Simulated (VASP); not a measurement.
# Al2Pt under changes of volume

One of the cells (17.119 Å³/atom); the others are scaled copies at fixed shape and fractional positions:

```xyz
3
Lattice="0.0000 2.9502 2.9502 2.9502 0.0000 2.9502 2.9502 2.9502 0.0000" Properties=species:S:1:pos:R:3 pbc="T T T"
Pt    0.0000    0.0000    0.0000
Al    4.4254    4.4254    4.4254
Al    1.4751    1.4751    1.4751
```

* Program: VASP 6.6.1
* Functional: r2SCAN
* Potentials or basis: VASP PAW PBE potentials, release 64 (Pt, Al)
* Cutoff: 520 eV
* k mesh: 8 × 8 × 8
* Occupations: fermi-dirac, width 0.05 eV
* Spin: no spin polarisation

```csv
volume (Å³/atom),energy over the lowest point (meV/atom),pressure (GPa)
16.434,?,?
16.777,3.18,3.1
17.119,0.00,0.0
17.461,2.93,-2.7
17.804,11.36,-5.1
```

**Question.** What does the run at 16.434 Å³/atom give?

**Answer.** Energy over the lowest point 13.19 meV/atom; pressure 6.4 GPa.

Worked out: A Birch-Murnaghan fit of order 2 (a polynomial in V^(-2/3)) to the other rows has its minimum at 17.12 Å³/atom with B0 = V·E''(V) = 142 GPa. It gives 13.10 meV/atom at 16.434 Å³/atom, against the run's 13.19, and -dE/dV = 6.3 GPa, against 6.4.

Energies are extrapolated to zero smearing.

Caveats: the PAW data sets were made with another functional, which shifts forces and pressure a little.
